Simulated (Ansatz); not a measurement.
A relaxation computed with Ansatz, from input to last step.

```yaml
crystal:
  lattice:
    - [3.2710677989, 0.0, 0.0]
    - [-1.6355338995, 2.8328278114, 0.0]
    - [0.0, 0.0, 4.8825561522]
  atoms:
    - { symbol: Al, position: [0.6666666667, 0.3333333333, 0.4950694592] }
    - { symbol: Al, position: [0.3333333333, 0.6666666667, 0.9950694592] }
    - { symbol: "N", position: [0.6666666667, 0.3333333333, 0.8849305408] }
    - { symbol: "N", position: [0.3333333333, 0.6666666667, 0.3849305408] }
basis:
  ecutwfc: 420
kpoints:
  mp_grid: { grid: [12, 12, 6] }
hamiltonian:
  xc: pbe
scf:
  occupations: { method: gaussian, width: 0.02 }
output:
  forces: true
  stress: true
  eigenvalues: true
relax:
  adjacent_minimum: "off"
  f_tol: 0.008
  max_steps: 40
  cell: { stress_tol: 0.015, fix: [a, b, gamma] }
```

```bash
ansatz run input.yaml --threads 1 --pin off --max-ram 2560MiB --backend cpu --events-out ev --progress --plain --runs-dir out
```

Level of theory: DFT PBE, scalar-relativistic, plane waves, PAW in Ansatz.

Of 6 frames 5 are shown, positions in Å and forces in eV/Å; the SCF threshold varies from step to step. Steps run on the plane waves of an earlier cell, with a Pulay correction in the pressure. The basis is chosen afresh for the last frame, the zero of the energies, and at times for earlier ones too; energy and pressure step there, also at an unchanged geometry.

```xyz
4
Lattice="3.2711 0.0000 0.0000 -1.6355 2.8328 0.0000 0.0000 0.0000 4.8826" Properties=species:S:1:pos:R:3:forces:R:3 pbc="T T T" step=1 free_energy_over_end_meV_per_atom=1.12 pressure_GPa=-10.81
Al    1.6355    0.9443    2.4172    0.0000    0.0000   -0.2185
Al    0.0000    1.8886    4.8585    0.0000    0.0000   -0.2185
N     1.6355    0.9443    4.3207    0.0000    0.0000    0.2185
N     0.0000    1.8886    1.8794    0.0000    0.0000    0.2185
4
Lattice="3.2711 0.0000 0.0000 -1.6355 2.8328 0.0000 0.0000 0.0000 4.8799" Properties=species:S:1:pos:R:3:forces:R:3 pbc="T T T" step=2 free_energy_over_end_meV_per_atom=0.60 pressure_GPa=-10.84
Al    1.6355    0.9443    2.4129    0.0000    0.0000   -0.1608
Al    0.0000    1.8886    4.8529    0.0000    0.0000   -0.1608
N     1.6355    0.9443    4.3213    0.0000    0.0000    0.1608
N     0.0000    1.8886    1.8813    0.0000    0.0000    0.1608
4
Lattice="3.2711 0.0000 0.0000 -1.6355 2.8328 0.0000 0.0000 0.0000 4.8758" Properties=species:S:1:pos:R:3:forces:R:3 pbc="T T T" step=3 free_energy_over_end_meV_per_atom=-0.04 pressure_GPa=-11.00
Al    1.6355    0.9443    2.4032    0.0000    0.0000   -0.0088
Al    0.0000    1.8886    4.8411    0.0000    0.0000   -0.0088
N     1.6355    0.9443    4.3254    0.0000    0.0000    0.0088
N     0.0000    1.8886    1.8875    0.0000    0.0000    0.0088
4
Lattice="3.2711 0.0000 0.0000 -1.6355 2.8328 0.0000 0.0000 0.0000 4.8729" Properties=species:S:1:pos:R:3:forces:R:3 pbc="T T T" step=4 free_energy_over_end_meV_per_atom=-0.06 pressure_GPa=-10.94
Al    1.6355    0.9443    2.4010    0.0000    0.0000   -0.0009
Al    0.0000    1.8886    4.8374    0.0000    0.0000   -0.0009
N     1.6355    0.9443    4.3236    0.0000    0.0000    0.0009
N     0.0000    1.8886    1.8872    0.0000    0.0000    0.0009
4
Lattice="3.2711 0.0000 0.0000 -1.6355 2.8328 0.0000 0.0000 0.0000 4.8737" Properties=species:S:1:pos:R:3:forces:R:3 pbc="T T T" step=6 free_energy_over_end_meV_per_atom=0.00 pressure_GPa=-10.97
Al    1.6355    0.9443    2.4015    0.0000    0.0000    0.0000
Al    0.0000    1.8886    4.8383    0.0000    0.0000    0.0000
N     1.6355    0.9443    4.3242    0.0000    0.0000    0.0000
N     0.0000    1.8886    1.8874    0.0000    0.0000    0.0000
```

It took 32 s on 1 thread of Arm Neoverse V1, on a shared host, peak memory 0.34 GiB.